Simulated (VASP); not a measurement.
## Band edges against the vacuum: SiC(110)

Aim: ionisation energy and electron affinity of SiC(110), from a slab and a bulk run lined up through core potentials.

Method: PBEsol; plane waves and PAW (Si, C), in VASP 6.6.1.

Report form: the programs' logs are mostly left out.

## 1. The starting structure

The structure is cubic, space group F-43m (No. 216). The conventional cell has a = 4.360 Å, b = 4.360 Å, c = 4.360 Å, α = 90.00°, β = 90.00°, γ = 90.00°. Nearest to Si lie 4 C at 1.89 Å. C has 4 Si at 1.89 Å nearest. Farther neighbours are not listed.

## 2. Relaxing the bulk crystal

First cell and atoms are relaxed at a raised cutoff, so that later runs start from this functional's own cell.

INCAR reads:

```
SYSTEM = SiC
PREC = Accurate
ENCUT = 520
EDIFF = 1E-06
NELM = 120
ISMEAR = 0
SIGMA = 0.03
LREAL = .FALSE.
ALGO = Normal
GGA = PS
NBANDS = 10
LORBIT = 11
LWAVE = .FALSE.
LCHARG = .FALSE.
KPAR = 4
LASPH = .TRUE.
IBRION = 2
NSW = 40
ISIF = 3
EDIFFG = -0.02
POTIM = 0.4
```

POSCAR reads:

```
SiC
1.0
    0.0000000000      2.1800000000      2.1800000000
    2.1800000000      0.0000000000      2.1800000000
    2.1800000000      2.1800000000      0.0000000000
Si C
1 1
Direct
    0.0000000000      0.0000000000      0.0000000000
    0.2500000000      0.2500000000      0.2500000000
```

KPOINTS reads:

```
Automatic mesh
0
Gamma
7 7 7
0 0 0
```

Potentials, in the order of the species: Si and C (PBE family, release 64).

On the command line:

```console
> mpirun -np 4 vasp_std
```

It took 1.6 s on 4 MPI ranks of AMD EPYC 9R45, shared host; peak memory 0.41 GiB; 4.4 s of CPU time.

The PAW data sets were made with PBE, which is usual practice but a small mismatch for other functionals. The run keeps the 24 symmetry operations of its start, so it cannot find a distortion of lower symmetry.

Little changed from the start: no atom moved by 0.005 Å and no cell edge by 0.1 %.

This step gave:

| Property | Result |
| --- | --- |
| electronic cycles | 12 |
| electrons | 8 |
| free energy (TOTEN) | -15.91 eV |
| Fermi energy | 8.232 eV |

The start already met the threshold, so nothing moved.

## 3. Band edges of the bulk

A static bulk run at the slab's cutoff gives the band edges and the core potentials that tie them to the slab.

INCAR reads:

```
SYSTEM = SiC
PREC = Normal
ENCUT = 440
EDIFF = 1E-06
NELM = 120
ISMEAR = 0
SIGMA = 0.03
LREAL = .FALSE.
ALGO = Normal
GGA = PS
NBANDS = 10
LORBIT = 11
LWAVE = .FALSE.
LCHARG = .FALSE.
KPAR = 4
LASPH = .TRUE.
```

POSCAR is that of step 2.

KPOINTS reads:

```
Automatic mesh
0
Gamma
17 17 17
0 0 0
```

On the command line:

```console
> mpirun -np 4 vasp_std
```

The job ended after 2.6 s (4 MPI ranks; peak memory 0.4 GiB; 8 s of CPU time).

The gap is read on the k-mesh alone, so it is an upper bound where the band edges lie off the mesh.

This step gave:

| Item | Value |
| --- | --- |
| free energy (TOTEN) | -15.92 eV |
| Fermi energy | 8.227 eV |
| metallic | no |
| gap on the k-mesh | 1.274 eV |
| least direct gap on the k-mesh | 4.465 eV |

## 4. Surface relaxation

System of this step: SiC(110). The cell holds 18 atoms: 9 Si and 9 C. Cell: a = 3.083 Å, b = 4.360 Å, c = 28.332 Å, α = 90.0°, β = 90.0°, γ = 90.0°. It derives from SiC. 9 layers, cut at this functional's lattice. Vacuum lies along c.

All atoms relax at the fixed cell.

INCAR reads:

```
SYSTEM = SiC
PREC = Normal
ENCUT = 440
EDIFF = 1E-05
NELM = 120
ISMEAR = 0
SIGMA = 0.03
LREAL = Auto
ALGO = Fast
GGA = PS
NBANDS = 54
LORBIT = 11
LWAVE = .FALSE.
LCHARG = .FALSE.
KPAR = 4
LASPH = .TRUE.
IBRION = 2
NSW = 60
ISIF = 2
EDIFFG = -0.03
POTIM = 0.4
MAXMIX = 40
IDIPOL = 3
LDIPOL = .TRUE.
DIPOL = 0.5 0.5 0.5
```

POSCAR reads:

```
SiC
1.0
    3.0829855660      0.0000000000      0.0000000000
    0.0000000000      4.3600000000      0.0000000000
    0.0000000000      0.0000000000     28.3319422639
Si C
9 9
Direct
    0.0000000000      0.0000000000      0.2823668000
    0.5000000000      0.5000000000      0.3367751000
    0.0000000000      0.0000000000      0.3911834000
    0.5000000000      0.5000000000      0.4455917000
    0.0000000000      0.0000000000      0.5000000000
    0.5000000000      0.5000000000      0.5544083000
    0.0000000000      0.0000000000      0.6088166000
    0.5000000000      0.5000000000      0.6632249000
    0.0000000000      0.0000000000      0.7176332000
    0.0000000000      0.7500000000      0.3367751000
    0.5000000000      0.2500000000      0.2823668000
    0.0000000000      0.7500000000      0.4455917000
    0.5000000000      0.2500000000      0.3911834000
    0.0000000000      0.7500000000      0.5544083000
    0.5000000000      0.2500000000      0.5000000000
    0.0000000000      0.7500000000      0.6632249000
    0.5000000000      0.2500000000      0.6088166000
    0.5000000000      0.2500000000      0.7176332000
```

KPOINTS reads:

```
Automatic mesh
0
Gamma
8 6 1
0 0 0
```

On the command line:

```console
> mpirun -np 4 vasp_std
```

The job ended after 4.3 min (4 MPI ranks; peak memory 1.4 GiB).

The run keeps the 4 symmetry operations of its start, so it cannot find a distortion of lower symmetry.

Step by step:

| step | energy less that of the first step (eV) | largest force (eV/Å) |
| --- | --- | --- |
| 1 | 0.0000 | 3.3447 |
| 2 | -0.9080 | 1.7876 |
| 3 | -0.9947 | 1.6520 |
| 4 | -1.2386 | 0.4466 |
| 5 | -1.2450 | 0.5828 |
| 6 | -1.2766 | 0.2852 |
| 7 | -1.2773 | 0.2532 |
| 8 | -1.2857 | 0.1552 |
| 9 | -1.2859 | 0.1661 |
| 10 | -1.2904 | 0.1029 |
| 11 | -1.2910 | 0.1175 |
| 12 | -1.2944 | 0.1078 |
| 13 | -1.2956 | 0.1059 |
| 14 | -1.2979 | 0.0675 |
| 15 | -1.2979 | 0.0694 |
| 16 | -1.2984 | 0.0433 |
| 17 | -1.2985 | 0.0347 |
| 18 | -1.2985 | 0.0343 |
| 19 | -1.2989 | 0.0462 |
| 20 | -1.2989 | 0.0540 |
| 21 | -1.2991 | 0.0273 |

The atoms that moved most (Å):

| atom | dx | dy | dz | length |
| --- | --- | --- | --- | --- |
| Si9 | 0.000 | 0.195 | -0.245 | 0.314 |
| Si1 | 0.000 | 0.195 | 0.245 | 0.314 |
| Si2 | 0.000 | -0.021 | -0.060 | 0.064 |
| Si8 | 0.000 | -0.021 | 0.060 | 0.064 |
| C10 | 0.000 | -0.046 | -0.018 | 0.049 |
| C16 | 0.000 | -0.046 | 0.018 | 0.049 |
| C18 | 0.000 | -0.043 | 0.004 | 0.043 |
| C11 | 0.000 | -0.043 | -0.004 | 0.043 |

Final coordinates:

```xyz
18
Lattice="3.0830 0.0000 0.0000 0.0000 4.3600 0.0000 0.0000 0.0000 28.3319" Properties=species:S:1:pos:R:3
Si    0.0000    0.1952    8.2453
Si    1.5415    2.1586    9.4817
Si    0.0000   -0.0107   11.0923
Si    1.5415    2.1564   12.6193
Si    0.0000   -0.0184   14.1660
Si    1.5415    2.1564   15.7126
Si    0.0000   -0.0107   17.2397
Si    1.5415    2.1586   18.8502
Si    0.0000    0.1952   20.0866
C     0.0000    3.2242    9.5232
C     1.5415    1.0468    7.9957
C     0.0000    3.2470   12.6227
C     1.5415    1.0811   11.0734
C     0.0000    3.2470   15.7093
C     1.5415    1.0708   14.1660
C     0.0000    3.2242   18.8088
C     1.5415    1.0811   17.2585
C     1.5415    1.0468   20.3362
```

Numbers from this step:

- electronic cycles: 143
- electrons: 72
- free energy (TOTEN): -137.9915 eV
- Fermi energy: 1.457 eV
- dipole moment: 0, 0, 0 e·Å
- gap on the k-mesh: 0.1809 eV
- least direct gap on the k-mesh: 0.4772 eV

The run ended after 21 ionic steps, 1.299 eV below its first step, once the forces on the free atoms met EDIFFG = -0.03.

## 5. Potential and states of the slab

A static run writes the electrostatic potential without exchange and correlation (LVHAR), which is flat in the vacuum and gives the level to count from. The dipole correction cancels the field that unlike faces would set up across the vacuum.

INCAR reads:

```
SYSTEM = SiC
PREC = Normal
ENCUT = 440
EDIFF = 1E-06
NELM = 120
ISMEAR = 0
SIGMA = 0.03
LREAL = Auto
ALGO = Fast
GGA = PS
NBANDS = 54
LORBIT = 11
LWAVE = .FALSE.
LCHARG = .TRUE.
KPAR = 4
LASPH = .TRUE.
IDIPOL = 3
LDIPOL = .TRUE.
DIPOL = 0.5 0.5 0.5
LVHAR = .TRUE.
LVACPOTAV = .TRUE.
NEDOS = 1500
```

POSCAR reads:

```
SiC
1.0
    3.0829855660      0.0000000000      0.0000000000
    0.0000000000      4.3600000000      0.0000000000
    0.0000000000      0.0000000000     28.3319422639
Si C
9 9
Direct
    0.0000000000      0.0447809457      0.2910260476
    0.5000000000      0.4950929129      0.3346644486
    0.0000000000      0.9975525795      0.3915107595
    0.5000000000      0.4945867098      0.4454094463
    0.0000000000      0.9957909392      0.5000000000
    0.5000000000      0.4945867098      0.5545905537
    0.0000000000      0.9975525795      0.6084892405
    0.5000000000      0.4950929129      0.6653355514
    0.0000000000      0.0447809457      0.7089739524
    0.0000000000      0.7395039433      0.3361285606
    0.5000000000      0.2400996103      0.2822161496
    0.0000000000      0.7447236906      0.4455278935
    0.5000000000      0.2479623193      0.3908453096
    0.0000000000      0.7447236906      0.5544721065
    0.5000000000      0.2456036380      0.5000000000
    0.0000000000      0.7395039433      0.6638714394
    0.5000000000      0.2479623193      0.6091546904
    0.5000000000      0.2400996103      0.7177838504
```

KPOINTS is that of step 4.

KPOINTS_OPT reads:

```
Line mode
14
Line-mode
Reciprocal
  0.00000000   0.00000000   0.00000000 GAMMA
  0.50000000   0.00000000   0.00000000 X

  0.50000000   0.00000000   0.00000000 X
  0.50000000   0.50000000   0.00000000 S

  0.50000000   0.50000000   0.00000000 S
  0.00000000   0.50000000   0.00000000 Y

  0.00000000   0.50000000   0.00000000 Y
  0.00000000   0.00000000   0.00000000 GAMMA

  0.00000000   0.00000000   0.00000000 GAMMA
  0.50000000   0.50000000   0.00000000 S
```

On the command line:

```console
> mpirun -np 4 vasp_std
```

Run time: 1.7 min. Hardware: 4 MPI ranks; peak memory 2 GiB.

Numbers from this step:

```
electronic cycles                                 : 24
free energy (TOTEN)                               : -137.9916 eV
Fermi energy                                      : 1.458 eV
least gap on mesh and path                        : 0.1817 eV
least direct gap on mesh and path                 : 0.4782 eV
vacuum levels                                     : 6.889, 6.889 eV
ionisation potentials of the upper and lower face : 5.522, 5.522 eV
electron affinities of the upper and lower face   : 5.341, 5.341 eV
```

The electronic bands at the labelled points (eV, zero at the valence-band top; v1 is the highest filled band, c1 the lowest empty one):

| point | v4 | v3 | v2 | v1 | c1 | c2 | c3 | c4 |
| --- | --- | --- | --- | --- | --- | --- | --- | --- |
| Γ | -0.71 | -0.59 | -0.45 | -0.38 | 1.11 | 1.75 | 2.59 | 2.90 |
| 0.46 of the way | -2.01 | -1.45 | -0.84 | -0.69 | 2.28 | 2.46 | 3.14 | 3.17 |
| X | -2.34 | -2.33 | -0.42 | -0.30 | 0.18 | 0.31 | 1.17 | 1.76 |
| 0.46 of the way | -2.22 | -2.16 | -0.28 | -0.17 | 0.85 | 0.94 | 2.37 | 2.45 |
| S | -1.93 | -1.77 | -0.13 | 0.00 | 1.58 | 1.69 | 4.28 | 4.34 |
| 0.46 of the way | -1.77 | -1.67 | -0.25 | -0.21 | 2.05 | 2.13 | 4.38 | 4.46 |
| Y | -1.77 | -1.66 | -0.56 | -0.52 | 2.19 | 2.29 | 3.60 | 3.96 |
| 0.54 of the way | -1.15 | -1.15 | -0.53 | -0.42 | 1.62 | 2.19 | 2.77 | 2.92 |
| Γ | -0.71 | -0.59 | -0.45 | -0.38 | 1.11 | 1.75 | 2.59 | 2.90 |
| 0.46 of the way | -1.59 | -1.32 | -0.51 | -0.42 | 2.12 | 2.24 | 3.49 | 3.50 |
| S | -1.93 | -1.77 | -0.13 | 0.00 | 1.58 | 1.69 | 4.28 | 4.34 |

Of the projections kept (Si, C), the largest for each band there; the rest of the weight can lie on other orbitals:

| point | v4 | v3 | v2 | v1 | c1 | c2 | c3 | c4 |
| --- | --- | --- | --- | --- | --- | --- | --- | --- |
| Γ | C 0.85 | C 0.88 | C 0.92 | C 0.94 | C 0.57 | Si 0.50 | Si 0.57 | C 0.61 |
| X | C 0.63 | C 0.66 | C 0.86 | C 0.87 | Si 0.67 | Si 0.77 | C 0.51 | Si 0.62 |
| S | C 0.70 | C 0.71 | C 0.90 | C 0.91 | Si 0.74 | Si 0.70 | C 0.69 | C 0.88 |
| Y | C 0.72 | C 0.71 | C 0.88 | C 0.89 | Si 0.75 | Si 0.71 | Si 0.69 | Si 0.59 |
| Γ | C 0.85 | C 0.88 | C 0.92 | C 0.94 | C 0.57 | Si 0.50 | Si 0.57 | C 0.61 |
| S | C 0.70 | C 0.71 | C 0.90 | C 0.91 | Si 0.74 | Si 0.70 | C 0.69 | C 0.88 |

The planar average of the electrostatic potential oscillates, so the rows of the table below give means over windows of 1.51 Å about each position, cut where the curve ends. Its maxima inside the range that stand out by 2 % of the span (Å: eV): 8.8: -6.94, 10.3: -2.73, 11.9: -3.49, 13.4: -3.27, 14.9: -3.27, 16.4: -3.49, 18.0: -2.73, 19.5: -6.94. Its minima: 8.2: -12.7, 9.4: -13.7, 11.1: -13.2, 12.7: -13.3, 14.2: -13.3, 15.7: -13.3, 17.2: -13.2, 18.9: -13.7, 20.1: -12.7.

Zero at the Fermi level. Planar average of the electrostatic potential against height; means over each step:

height (Å), planar average of the electrostatic potential (eV) and a bar from the least value:
```
     0.76        5.4 ##############################
     2.27        5.4 ##############################
     3.78        5.4 ##############################
     5.29        5.4 ##############################
     6.80        3.7 ###########################
     8.31       -9.0 #
     9.82       -8.7 ##
    11.33       -8.7 ##
    12.84       -8.8 ##
    14.35       -8.8 ##
    15.86       -8.8 ##
    17.37       -8.6 ##
    18.88       -9.7 
    20.39       -7.0 #####
    21.90        4.8 #############################
    23.41        5.4 ##############################
    24.92        5.4 ##############################
    26.43        5.4 ##############################
    27.94        5.4 ##############################
```

Density of states in the PAW spheres, an atom over height of the layer and energy from the Fermi level.

Values in states/eV, 22 rows by 13 columns, each cell a mean:
```
0.000 0.060 0.009 0.002 0.004 0.002 0.004 0.003 0.002 0.014 0.004 0.060 0.000
0.076 0.017 0.007 0.008 0.002 0.003 0.002 0.000 0.016 0.010 0.004 0.017 0.076
0.763 0.080 0.125 0.075 0.031 0.025 0.031 0.017 0.133 0.217 0.034 0.080 0.763
0.420 0.081 0.076 0.067 0.035 0.033 0.035 0.021 0.114 0.124 0.029 0.081 0.420
0.048 0.016 0.049 0.070 0.083 0.095 0.083 0.030 0.110 0.076 0.021 0.016 0.048
0.112 0.049 0.104 0.178 0.219 0.225 0.219 0.088 0.268 0.155 0.053 0.049 0.112
0.260 0.119 0.224 0.284 0.286 0.321 0.286 0.166 0.402 0.309 0.138 0.119 0.260
0.300 0.170 0.245 0.311 0.288 0.247 0.288 0.201 0.421 0.332 0.159 0.170 0.300
0.377 0.209 0.286 0.316 0.306 0.303 0.306 0.207 0.425 0.347 0.226 0.209 0.377
0.352 0.255 0.311 0.269 0.242 0.247 0.242 0.200 0.338 0.398 0.223 0.255 0.352
0.268 0.199 0.262 0.262 0.298 0.270 0.298 0.202 0.321 0.316 0.209 0.199 0.268
0.236 0.188 0.232 0.257 0.266 0.279 0.266 0.198 0.316 0.265 0.198 0.188 0.236
0.205 0.196 0.270 0.207 0.188 0.214 0.188 0.185 0.230 0.338 0.201 0.196 0.205
0.189 0.179 0.197 0.193 0.208 0.198 0.208 0.172 0.214 0.235 0.160 0.179 0.189
0.112 0.132 0.165 0.153 0.156 0.163 0.156 0.134 0.173 0.201 0.130 0.132 0.112
0.137 0.147 0.175 0.156 0.201 0.181 0.201 0.135 0.176 0.207 0.143 0.147 0.137
0.144 0.159 0.162 0.136 0.143 0.155 0.143 0.119 0.154 0.183 0.140 0.159 0.144
0.083 0.091 0.120 0.087 0.096 0.104 0.096 0.073 0.101 0.133 0.107 0.091 0.083
0.079 0.102 0.066 0.088 0.077 0.067 0.077 0.089 0.087 0.077 0.056 0.102 0.079
0.125 0.167 0.164 0.131 0.101 0.070 0.101 0.136 0.125 0.167 0.161 0.167 0.125
0.155 0.246 0.269 0.266 0.218 0.238 0.218 0.295 0.237 0.246 0.293 0.246 0.155
0.142 0.236 0.233 0.232 0.319 0.291 0.319 0.276 0.188 0.194 0.272 0.236 0.142
```
Columns: height of the layer (Å) from 8 to 20.3 (not evenly spaced); rows upwards: energy from the Fermi level (eV) from -7.9 to 0.5.

Electrostatic potential energy in the cb plane at fractional x = 0.000, with atoms of Si and C within 0.2 Å of it. With pseudopotentials it is smooth inside the atoms' cores, unlike the true potential.

Ten even steps from '0' (-71 eV) to '9' (7 eV), each cell a mean:
```
99999999999999999999851258887200488885001688
99999999999999999999987785458755774467546854
99999999999999999999999974747888855658888747
99999999999999999999999985448999974469999854
99999999999999999999999998889999998899999988
99999999999999999999999999999999999999999999
99999999999999999999999999999999999999999999
99999999999999999999998889999999999999999999
99999999999999999999875578999878899998878899
99999999999999999999830037998412689987214799
99999999999999999999720027887100389984000689
```
Columns run along c (16.0 Å, from fractional 0.00 to 0.57 of the cell; values clipped at the 3rd and 97th percentile), rows up along b (4.4 Å). Atoms in or near the plane, at fractional coordinates: Si at (0.29, 0.04), Si at (0.39, 0.00), Si at (0.50, 0.00), C at (0.34, 0.74), C at (0.45, 0.74), C at (0.55, 0.74).

Valence density in the cb plane at fractional x = 0.000, with atoms of Si and C within 0.2 Å of it. It is the smooth field of the valence electrons, not physical close to the nuclei.

Ten even steps from '0' (-0.1 e/Å³) to '9' (1.6 e/Å³), each cell a mean:
```
00000000000000000000111345444311344444202444
00000000000000000000012368985323479975323689
00000000000000000000001259995322489984223599
00000000000000000000001147984211259962111379
00000000000000000000000124542100134431101235
00000000000000000000000011211000112211000112
00000000000000000000001111111000111111000111
00000000000000000000111111111111110011111100
00000000000000000000122221111122110011222110
00000000000000000001120111111222211112222111
00000000000000000001110022222100222222001222
```
Columns run along c (16.0 Å, from fractional 0.00 to 0.57 of the cell), rows up along b (4.4 Å). Atoms in or near the plane, at fractional coordinates: Si at (0.29, 0.04), Si at (0.39, 0.00), Si at (0.50, 0.00), C at (0.34, 0.74), C at (0.45, 0.74), C at (0.55, 0.74).

The map of layer states is cut here 0.5 eV above the Fermi level, so it leaves out the states above that.

The vacuum level lies 5.52 eV above the highest filled level at the upper face; both faces agree, as the slab has next to no dipole.

The program found no field-free point at its default tolerance, but its printed level agrees with the flat part of the planar average.

## 6. Lining up bulk and slab

This step: band edges against the vacuum, PBEsol; plane waves and PAW (VASP 6.6.1).

This step runs nothing: it gathers the runs above.

This step gave:

* ionisation energy: 6.125 eV
* offset spread: 0.06490 eV
* bulk gap: 1.274 eV
* slab gap: 0.1817 eV
* electron affinity: 4.850 eV
* buckling: 0.2496 Å
* tilt: 16.34 degree
* surface energy, relaxed: 3.141 J/m²

The averaged core potentials of the four middle atoms lie -7.278 eV from those of the bulk run. The bulk valence top (8.043 eV), moved by that offset, is taken from the upper vacuum level (6.889 eV).

## 7. Outcome

| Item | Value |
| --- | --- |
| ionisation energy | 6.12 eV |
| electron affinity | 4.85 eV |
| buckling | 0.250 Å |
| surface energy, relaxed | 3.14 J/m² |

The bulk valence-band top lies 6.12 eV below the vacuum of SiC(110), and the conduction-band bottom 4.85 eV. The top layer buckles by 0.25 Å, a tilt of 16°, with C outermost, as the anion takes the dangling-bond electrons and the cation flattens towards sp². The surface costs 3.14 J/m². The slab's least gap is 0.18 eV, against 1.27 eV in the bulk. Confinement widens it, surface states can narrow it, and the two gaps need not lie at the same wave vector; the faces' own affinities count to the slab's lowest empty state. The offsets of the four middle atoms spread by 0.06 eV; a shift common to all four would not show in it. The bulk edges are read on a mesh, so a band minimum between its points makes the gap too large and the affinity too small. One thickness was run. Semilocal band edges put the valence top too high and the gap too small.

[Lines on the potential files, build, host, timing and source positions are cut from VASP's logs without a mark.]

[Logs are printed without paths, hosts, clocks, repeated set-up lines and the standing remarks that a program may print on its own settings, such as how far it seeks lower states.]

[Hosts, paths, dates, database ids (printed as entryN), source tags and the programs' standing remarks are cut or masked in the printed files.]

[Runs that stopped without an error message from VASP are left out.]
